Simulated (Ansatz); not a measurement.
**WC (Fm-3m), a film clamped to a substrate**

These are results of Ansatz 0.2.0, DFT PBEsol, scalar-relativistic, plane waves, PAW, not measurements. Cutoff 420 eV, Γ-centred 24×24×24 k-points, Gaussian smearing of 0.15 eV. Spin–orbit coupling is left out, which matters for the heavy elements here. No spin polarisation. Energies are free energies at this smearing, counted from the undisturbed cell; pressure is positive in compression.

Reference structure (relaxed at this level; this rock-salt form isn't the usual structure):

```
W C
1.0
     0.00000    2.17269    2.17269
     2.17269    0.00000    2.17269
     2.17269    2.17269    0.00000
W C
1 1
Direct
  0.00000 0.00000 0.00000
  0.50000 0.50000 0.50000
```

The cell (2 atoms, V0 = 20.51 Å³) is strained by p along both x and y and by q along z, fractional coordinates fixed. τp = (1/V0) ∂E/∂p = (σxx + σyy)(1 + p)(1 + q) and τq = (1/V0) ∂E/∂q = σzz(1 + p)², with tension positive.

| p | q | ΔE (meV/atom) | τp (GPa) | τq (GPa) |
| --- | --- | --- | --- | --- |
| 0.000 | 0.000 | 0.00 | -0.03 | -0.01 |
| -0.025 | 0.000 | 43.37 | -56.65 | -9.27 |
| 0.025 | 0.000 | 35.97 | 42.99 | 9.00 |
| 0.000 | -0.025 | 17.79 | -9.39 | -23.39 |
| 0.000 | 0.025 | 14.52 | 8.89 | 17.22 |

**Question.** Get the second derivatives of the energy density.

**Answer.** Central differences give A = ∂τp/∂p = 1993 GPa (C11 + C22 + 2 C12), C = ∂τq/∂q = 812 GPa (C33) and the cross term B = ∂τq/∂p = 365 GPa (C13 + C23); ∂τp/∂q = 366 GPa must equal B, and any difference shows higher-order terms. The ions are clamped. In a cubic crystal C11 = C = 812, C12 = B/2 = 183 GPa and A should be 2(C11 + C12) = 1989 GPa; the bulk modulus is (C11 + 2 C12)/3 = 392 GPa.

**Question.** A film of this crystal grows with z along the normal on a substrate that imposes p. How does its thickness respond, and what does the misfit cost?

**Answer.** Count p and q from the stress-free cell. A free surface needs τq = 0, so q = −(B/C) p = -0.45 p. The energy density left is (A − B²/C) p²/2 = M p², with the biaxial modulus M = 914 GPa; a misfit of 1 % costs 5.85 meV/atom, against 6.38 meV/atom if the thickness were held.

At p = -0.050 the energies along q are 332.3 (q = -0.050), 238.9 (q = -0.025), 190.0 (q = 0.000), 174.6 (q = 0.025), 183.1 (q = 0.050) meV/atom.

**Question.** Does the linear rule hold at this misfit?

**Answer.** A parabola through the lowest point and its neighbours has its minimum at q = 0.029, 174.3 meV/atom. With the stress left in the starting cell, τp0 and τq0, linear elasticity gives q = −(τq0 + Bp)/C = 0.023 and E = V0(τp0 p + τq0 q + Ap²/2 + Bpq + Cq²/2)/N = 146.4 meV/atom. The energies differ by more than a tenth, so the quadratic law fails here: the gap holds the anharmonic part, with some error from the wide steps. Cubic terms also shift the vertex of so wide a parabola.

In a metal these slopes depend on the k mesh and the smearing.

The lattice is much stiffer along the cube axes than its coupling between them: C11 is 812 GPa against a C12 of 183 GPa. This fits rock-salt carbide bonding, where strong W d–C p σ bonds lie along the axes and resist any change in their length. The weak coupling also explains why letting the thickness relax saves little, lowering the cost of a 1 % misfit only from 6.38 to 5.85 meV/atom.

Compression costs more than equal tension for both strains, as expected when short-range repulsion steepens and stretched bonds soften. The harmonic estimate therefore falls short for the strongly compressed film, and probably errs the other way under tension. Clamping the ions costs nothing here, since each atom stays at an inversion centre under homogeneous strain.

None of these strains probes C44, the shear most at risk in a rock-salt carbide with this many valence electrons, so the stiff axial response doesn't establish that the film is mechanically stable.
